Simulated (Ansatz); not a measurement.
**Group exchange: C2H8OSi + C3H8Si → CH8OSi2 + C4H8**

Species: C2H8OSi `CO[SiH2]C`, singlet; C3H8Si (prop-2-enylsilane) `C=CC[SiH3]`, singlet; CH8OSi2 `C[SiH2]O[SiH3]`, singlet; C4H8 (1-butene) `C=CCC`, singlet. The partners trade CH3 for SiH3: O–CH3 and C–SiH3 bonds give way to O–SiH3 and C–CH3.

Shapes, held fixed at every level: PBE0-D4/def2-TZVP. Flexible molecules stand in one conformer, not always the lowest. Programs: Ansatz 0.2.0. Electronic energies: no zero-point or thermal term.

```json
{"level": "HF/def2-TZVPP", "kind": "Hartree–Fock", "ΔE (kJ/mol)": "-189.2", "less CCSD(T)/CBS estimate": "-16.3", "CPU time (sum over the molecules)": "–"}
{"level": "r2SCAN-D4/def2-TZVPP", "kind": "meta-GGA", "ΔE (kJ/mol)": "-167.0", "less CCSD(T)/CBS estimate": "+5.9", "CPU time (sum over the molecules)": "41 s"}
{"level": "PBE0-D4/def2-TZVPP", "kind": "global hybrid", "ΔE (kJ/mol)": "-160.9", "less CCSD(T)/CBS estimate": "+12.0", "CPU time (sum over the molecules)": "29 s"}
{"level": "wB97M-V/def2-TZVPP", "kind": "range-separated hybrid", "ΔE (kJ/mol)": "-166.8", "less CCSD(T)/CBS estimate": "+6.1", "CPU time (sum over the molecules)": "1.7 min"}
{"level": "wB97X-V/def2-TZVPP", "kind": "range-separated hybrid", "ΔE (kJ/mol)": "-165.7", "less CCSD(T)/CBS estimate": "+7.2", "CPU time (sum over the molecules)": "67 s"}
{"level": "CCSD/def2-TZVPP", "kind": "coupled cluster or CI", "ΔE (kJ/mol)": "-174.2", "less CCSD(T)/CBS estimate": "-1.3", "CPU time (sum over the molecules)": "–"}
{"level": "CCSD(T)/CBS estimate", "kind": "coupled cluster or CI", "ΔE (kJ/mol)": "-172.9", "less CCSD(T)/CBS estimate": "0.0", "CPU time (sum over the molecules)": "14 min"}
```

The highest level, CCSD(T)/CBS estimate, gives ΔE = -172.9 kJ/mol; the levels span -189.2 to -160.9. The column of differences is taken from that level and isn't an error. No measured value is set beside it here. The CBS estimate extrapolates MP2 from def2-TZVPP and def2-QZVPP and adds CCSD(T) − MP2 in the triple-zeta set, cores frozen. Times are processor times on shared x86 and Arm servers, and rough.
